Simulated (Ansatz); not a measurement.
Geometry optimisation in Ansatz: input, command and trajectory.

```yaml
crystal:
  lattice:
    - [3.1009580076, 0.0, 0.0]
    - [-1.5504790038, 2.6855084107, 0.0]
    - [0.0, 0.0, 12.5223765531]
  atoms:
    - { symbol: Mo, position: [0.3333333333, 0.6666666667, 0.25] }
    - { symbol: Mo, position: [0.6666666667, 0.3333333333, 0.75] }
    - { symbol: S, position: [0.3333333333, 0.6666666667, 0.6266014909] }
    - { symbol: S, position: [0.6666666667, 0.3333333333, 0.1266014909] }
    - { symbol: S, position: [0.3333333333, 0.6666666667, 0.8733985091] }
    - { symbol: S, position: [0.6666666667, 0.3333333333, 0.3733985091] }
basis:
  ecutwfc: 420
kpoints:
  mp_grid: { grid: [12, 12, 4] }
hamiltonian:
  xc: pbesol
scf:
  occupations: { method: gaussian, width: 0.02 }
output:
  forces: true
  stress: true
  eigenvalues: true
relax:
  adjacent_minimum: "off"
  f_tol: 0.01
  max_steps: 60
  cell: { stress_tol: 0.1 }
```

```bash
ansatz run input.yaml --threads 1 --pin off --max-ram 2560MiB --backend cpu --events-out ev --progress --plain --runs-dir out
```

Method: DFT PBEsol, scalar-relativistic, plane waves, PAW (Ansatz).

Of 5 frames 4 are shown, positions in Å and forces in eV/Å; the SCF threshold varies from step to step. Steps run on the plane waves of an earlier cell, with a Pulay correction in the pressure. The basis is chosen afresh for the last frame, the zero of the energies, and at times for earlier ones too; energy and pressure step there, also at an unchanged geometry.

```xyz
6
Lattice="3.1010 0.0000 0.0000 -1.5505 2.6855 0.0000 0.0000 0.0000 12.5224" Properties=species:S:1:pos:R:3:forces:R:3 pbc="T T T" step=1 free_energy_over_end_meV_per_atom=10.57 pressure_GPa=5.67
Mo    0.0000    1.7903    3.1306    0.0000    0.0000    0.0000
Mo    1.5505    0.8952    9.3918    0.0000    0.0000    0.0000
S     0.0000    1.7903    7.8465    0.0000    0.0000   -0.5678
S     1.5505    0.8952    1.5854    0.0000    0.0000   -0.5678
S     0.0000    1.7903   10.9370    0.0000    0.0000    0.5678
S     1.5505    0.8952    4.6758    0.0000    0.0000    0.5678
6
Lattice="3.1738 0.0000 0.0000 -1.5869 2.7486 0.0000 0.0000 0.0000 12.5590" Properties=species:S:1:pos:R:3:forces:R:3 pbc="T T T" step=2 free_energy_over_end_meV_per_atom=3.43 pressure_GPa=-1.44
Mo    0.0000    1.8324    3.1398    0.0000    0.0000    0.0000
Mo    1.5869    0.9162    9.4193    0.0000    0.0000    0.0000
S     0.0000    1.8324    7.8755    0.0000    0.0000   -0.0833
S     1.5869    0.9162    1.5960    0.0000    0.0000   -0.0833
S     0.0000    1.8324   10.9631    0.0000    0.0000    0.0833
S     1.5869    0.9162    4.6835    0.0000    0.0000    0.0833
6
Lattice="3.1434 0.0000 0.0000 -1.5717 2.7223 0.0000 0.0000 0.0000 12.5524" Properties=species:S:1:pos:R:3:forces:R:3 pbc="T T T" step=3 free_energy_over_end_meV_per_atom=0.06 pressure_GPa=-0.05
Mo    0.0000    1.8148    3.1381    0.0000    0.0000    0.0000
Mo    1.5717    0.9074    9.4143    0.0000    0.0000    0.0000
S     0.0000    1.8148    7.8564    0.0000    0.0000   -0.0084
S     1.5717    0.9074    1.5802    0.0000    0.0000   -0.0084
S     0.0000    1.8148   10.9722    0.0000    0.0000    0.0084
S     1.5717    0.9074    4.6960    0.0000    0.0000    0.0084
6
Lattice="3.1414 0.0000 0.0000 -1.5707 2.7205 0.0000 0.0000 0.0000 12.5684" Properties=species:S:1:pos:R:3:forces:R:3 pbc="T T T" step=5 free_energy_over_end_meV_per_atom=0.00 pressure_GPa=0.02
Mo    0.0000    1.8137    3.1421    0.0000    0.0000    0.0000
Mo    1.5707    0.9068    9.4263    0.0000    0.0000    0.0000
S     0.0000    1.8137    7.8673    0.0000    0.0000   -0.0014
S     1.5707    0.9068    1.5831    0.0000    0.0000   -0.0014
S     0.0000    1.8137   10.9853    0.0000    0.0000    0.0014
S     1.5707    0.9068    4.7011    0.0000    0.0000    0.0014
```

Time: 39 s on 1 thread of AMD EPYC 7R43 64-Core Processor (Zen 3), on a shared host, peak memory 0.52 GiB.

The cell holds layers, and where no dispersion correction was added their binding is poorly described.